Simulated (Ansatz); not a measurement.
Runs of Ansatz 0.2.0 on Nb3Sn. Symmetry: Pm-3n, No. 223, cubic system. The conventional cell has a = 5.282 Å, b = 5.282 Å, c = 5.282 Å, α = 90.00°, β = 90.00°, γ = 90.00°. Around Sn (site symmetry m-3) lie 12 Nb at 2.95 Å. Nb (site symmetry -4m2) is surrounded by 2 Nb at 2.64 Å and 4 Sn at 2.95 Å. 

```csv
level,cutoff (eV),gap on the mesh (eV),pressure (GPa)
LDA,420,none,-5.9
r2SCAN,500,none,(a)
revPBE,420,none,5.7
RPBE,420,none,(b)
BLYP,420,none,10.4
```

Alike in all rows: task band structure; potentials or basis Ansatz PAW; no spin polarisation; cell as given; k mesh 5 × 5 × 5; smearing fermi-dirac 0.05 eV.

**Question.** Fill in the values left out.

**Answer.** (a) 2.2; (b) 6.5.

Caveats: spin-orbit coupling is left out, which moves the levels of the heavy elements; the PAW data sets come from PBE, with cores solved anew for the run's functional, which leaves a small shift of forces and pressure.

A k mesh can miss the band edges, and the runs leave out spin-orbit coupling on Nb, Sn.

A gap of «none» marks a metal or a gap under the smearing width.

Runs at the PBE level aren't shown here.
